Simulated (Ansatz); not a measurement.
## AlSb in the zinc blende structure (space group F-43m, No. 216)

Space group F-43m (No. 216); a = 6.225 Å, b = 6.225 Å, c = 6.225 Å, α = 90.00°, β = 90.00°, γ = 90.00°

```tsv
atom	site	symmetry	x	y	z
Sb	4d	-43m	0.7500	0.7500	0.7500
Al	4a	-43m	0.0000	0.0000	0.0000
```
(The calculation used a cell of 2 atoms; values per cell refer to that cell.)

The values are results of Ansatz (a first-principles code), PBE, PAW, cutoff 420 eV, scalar-relativistic without spin-orbit coupling, not measurements. Settings: 13×13×13 k-points, 0.05 eV Fermi–Dirac smearing.

* **Volume per atom**: 30.15 Å³
* **Density**: 4.10 g/cm³
* **Band gap**: 1.24 eV, indirect, Γ → L
* **Electron mass**: 1.6 mₑ along k, 0.11 mₑ across
* **Hole mass (degenerate bands, along [100])**: 0.078, 0.37, 0.37 mₑ
* **Lowest conduction-band minima above the VBM**: L along ⟨111⟩ 1.24 eV; a point along ⟨100⟩, about 0.9 Å⁻¹ from Γ 1.27 eV; Γ 1.28 eV
* **Total energy**: -3511.169 eV/atom (σ→0; compares only within this code and set-up)

With Sb present, leaving out spin-orbit coupling can change the band edges. Masses are band curvatures over ±0.01 Å⁻¹ around the edge. Along k means along the line from Γ to the band edge. Whether these cells are dynamically stable was not tested.
